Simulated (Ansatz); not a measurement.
CoSb₃:
```
CELL_PARAMETERS angstrom
     -4.49243     4.49243     4.49243
      4.49243    -4.49243     4.49243
      4.49243     4.49243    -4.49243
ATOMIC_POSITIONS crystal
  Co 0.50000 0.50000 0.50000
  Co 0.00000 0.00000 0.50000
  Co 0.50000 0.00000 0.00000
  Co 0.00000 0.50000 0.00000
  Sb 0.49288 0.15970 0.33317
  Sb 0.82653 0.15970 0.66683
  Sb 0.50712 0.84030 0.66683
  Sb 0.17347 0.84030 0.33317
  Sb 0.33317 0.49288 0.15970
  Sb 0.66683 0.82653 0.15970
  Sb 0.66683 0.50712 0.84030
  Sb 0.33317 0.17347 0.84030
  Sb 0.15970 0.33317 0.49288
  Sb 0.15970 0.66683 0.82653
  Sb 0.84030 0.66683 0.50712
  Sb 0.84030 0.33317 0.17347
```

Relaxed with plane-wave PAW PBEsol (Ansatz code). Indices refer to the conventional cell of Im-3, a = b = c = 8.985 Å, α = β = γ = 90.00°.

Q: Simulate the powder diffraction pattern (Cu Kα1, λ = 1.54056 Å; lines above 1 %) up to 2θ = 90°.

A: Simulated powder pattern, Cu Kα1, λ = 1.54056 Å (kinematic, ideal powder, no thermal factors, no anomalous dispersion; the 30 strongest lines at most, above 1 %, up to 2θ = 90°):

| 2θ (°) | d (Å) | I/Imax (%) | hkl |
|---|---|---|---|
| 13.93 | 6.353 | 7.5 | (110) |
| 19.75 | 4.492 | 6.4 | (200) |
| 24.24 | 3.668 | 8.3 | (211) |
| 31.46 | 2.841 | 100 | (301)+(310) |
| 37.42 | 2.401 | 39 | (312)+(321) |
| 42.66 | 2.118 | 9.0 | (330)+(411) |
| 45.09 | 2.009 | 24 | (420)+(402) |
| 47.42 | 1.916 | 11 | (332) |
| 49.67 | 1.834 | 17 | (422) |
| 51.84 | 1.762 | 20 | (431)+(413) |
| 59.99 | 1.541 | 22 | (530)+(433) |
| 61.91 | 1.497 | 9.2 | (600)+(442) |
| 63.81 | 1.458 | 5.4 | (523)+(611) |
| 65.67 | 1.421 | 1.4 | (602)+(620) |
| 69.32 | 1.355 | 5.5 | (622) |
| 71.11 | 1.325 | 18 | (613)+(631) |
| 72.88 | 1.297 | 2.4 | (444) |
| 74.63 | 1.271 | 4.6 | (543)+(534) |
| 76.37 | 1.246 | 1.2 | (640)+(604) |
| 78.10 | 1.223 | 4.0 | (633)+(721) |
| 81.52 | 1.180 | 7.0 | (730)+(703) |
| 84.92 | 1.141 | 5.5 | (723)+(651) |
| 89.98 | 1.090 | 5.9 | (644)+(802) |

The PBEsol relaxation kept the symmetry of its start. The workflow began spin-polarised and lost its moments. Scalar-relativistic: spin–orbit coupling is off unless named, which matters more the heavier the elements.

Potentials: the later of the program's two PAW sets.
